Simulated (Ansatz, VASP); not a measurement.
## Mg in VASP and in Ansatz

```
Mg
1.0
     0.00000    2.30257    2.30257
     2.30257    0.00000    2.30257
     2.30257    2.30257    0.00000
Mg
1
Cartesian
  0.0000 0.0000 0.0000
```

Change from the starting cell: volume scaled by 1.08.

Alike in both runs: task relaxation of cell and atoms; functional revPBE; dispersion D4; k mesh 8 × 8 × 8; occupations fermi-dirac, width 0.05 eV; non-collinear spin.

|  | VASP | Ansatz |
| --- | --- | --- |
| version | VASP 6.6.1 | Ansatz 0.2.0 |
| potentials or method | VASP PAW PBE potentials, release 64 (Mg), cutoff 600 eV | all-electron LAPW, scalar-relativistic |

|  | VASP | Ansatz | Ansatz less VASP |
| --- | --- | --- | --- |
| net moment per atom (μB) | 0.00 | 0.00 | 0.000 |
| relaxed volume (Å³/atom) | 23.27 | 23.27 | +0.001 |
| relaxed cell length with the largest relative difference (Å) | 3.204 | 3.204 | 0.0000 |
| energy change over the relaxation (meV/atom) | -13 | -12 | +1.0 |

Ansatz ran all-electron here, so the differences hold the error of VASP's frozen core and of both bases.

Caveats: the PAW data sets were made with another functional, which shifts forces and pressure a little (VASP); pairwise dispersion overbinds metals, which lowers pressure and volume (VASP).
